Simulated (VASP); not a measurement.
# Pb: restarted molecular dynamics, 2 variants

Pb, Im-3m (no. 229), 12 atoms in the cell. PBE, molecular dynamics; PAW potentials Pb (PBE set).

| Restart from | Temperature at the end (K) | The same without a restart (K) | Potential energy at the end (eV/atom) | The same without a restart (eV/atom) | Electronic steps in the first step after the restart | Time (s) |
|---|---|---|---|---|---|---|
| CONTCAR with velocities, WAVECAR read | 607.0 | 607.0 | -3.56976 | -3.56976 | 4 | 301 |
| CONTCAR with velocities, no WAVECAR | 607.0 | 607.0 | -3.56976 | -3.56976 | 14 | 442 |

Limits: 240 fs of 12 atoms are too short for converged averages.

## Input of the first row

INCAR.step1:
```
SYSTEM = Pb
ALGO = Fast
ANDERSEN_PROB = 0.0
EDIFF = 1E-6
ENCUT = 200
GGA = PE
IBRION = 0
ISIF = 2
ISMEAR = -1
ISYM = 0
KPAR = 2
LASPH = .TRUE.
LCHARG = .FALSE.
LREAL = Auto
LWAVE = .TRUE.
MDALGO = 1
NELM = 60
NELMIN = 4
NSW = 30
POTIM = 4.0
PREC = Normal
RANDOM_SEED = 998621 0 0
SIGMA = 0.05
TEBEG = 1000
```

INCAR.step2, as INCAR.step1 but for:
```
- LWAVE = .TRUE.
+ LWAVE = .FALSE.
```

KPOINTS:
```
k-points
0
Monkhorst-Pack
  2 2 2
```

POSCAR.step1:
```
Pb
1.0
   -3.9593191334      3.9593191334      3.9593191334
    3.9593191334     -3.9593191334      3.9593191334
    5.9389787001      5.9389787001     -5.9389787001
Pb
12
Direct
    0.0000000000      0.0000000000      0.0000000000
    0.0000000000      0.0000000000      0.3333333333
    0.0000000000      0.0000000000      0.6666666667
    0.0000000000      0.5000000000      0.0000000000
    0.0000000000      0.5000000000      0.3333333333
    0.0000000000      0.5000000000      0.6666666667
    0.5000000000      0.0000000000      0.0000000000
    0.5000000000      0.0000000000      0.3333333333
    0.5000000000      0.0000000000      0.6666666667
    0.5000000000      0.5000000000      0.0000000000
    0.5000000000      0.5000000000      0.3333333333
    0.5000000000      0.5000000000      0.6666666667
```

Commands (each step's output is kept before the next begins):
```
cat potpaw_PBE.64/Pb/POTCAR > POTCAR
cp INCAR.step1 INCAR
cp POSCAR.step1 POSCAR
mpirun -np 2 vasp_std > vasp.out
cp CONTCAR POSCAR
cp INCAR.step2 INCAR
mpirun -np 2 vasp_std > vasp.out
```

Changes of the last row against the first:
```
(step 1)
- LWAVE = True
+ LWAVE = False
```

VASP 6.6.1 took 301 s on 2 cores (Intel Xeon Platinum 8375C @ 2.90GHz (Ice Lake)), a shared host.
